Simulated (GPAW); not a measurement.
**BN: single point with PBE**

The system is BN.

```xyz
2
Lattice="1.2511 0.7223 3.3729 -1.2511 0.7223 3.3729 0.0000 -1.4447 3.3729" Properties=species:S:1:pos:R:3 pbc="T T T"
N     0.0000    0.0000    6.7517
B     0.0000    0.0000    0.0033
```

The cell is a database's computed one.

```json
{
 "Program": "GPAW 26.7.0",
 "Task": "single point",
 "Functional": "PBE",
 "Potentials or basis": "GPAW PAW data sets (gpaw-data 1.2.1)",
 "Cutoff": "800 eV",
 "Basis": "pw",
 "k mesh": "12 × 12 × 12",
 "Occupations": "gaussian, width 0.012 eV",
 "Spin": "no spin polarisation",
 "Maxiter": "150"
}
```

* Pressure: 2.8 GPa
* Largest force: 0.003 eV/Å
* Band gap on the k mesh: 4.29 eV, indirect (least direct gap 4.70 eV)

Forces in eV/Å, atoms in the order of the input:
```
N    0.000  0.000 -0.003
B    0.000  0.000  0.003
```

Stress tensor (GPa, compression positive):
```
3.52 0.00 0.00
0.00 3.52 0.00
0.00 0.00 1.46
```

Levels at points of the mesh, in eV from the valence-band top:
```csv
k point,band 1,band 2,band 3,band 4,band 5,band 6,band 7
"(0.00, 0.00, 0.00)",-17.77,-4.18,-1.29,-1.29,5.18,11.70,11.70
"(0.50, 0.00, 0.00)",-14.58,-8.93,-4.07,-0.60,5.29,9.93,13.09
"(0.50, 0.50, 0.00)",-14.51,-8.81,-4.13,-1.17,4.29,9.92,14.27
"(0.50, 0.50, 0.50)",-17.51,-6.13,-1.31,-1.31,10.12,11.63,11.63
```

Wall time 55 s on 1 thread of Arm Neoverse V1, on a shared host, peak memory 0.2 GiB.

Caveat: the program warned that so skewed a cell can give wrong results. A k mesh can miss the band edges.
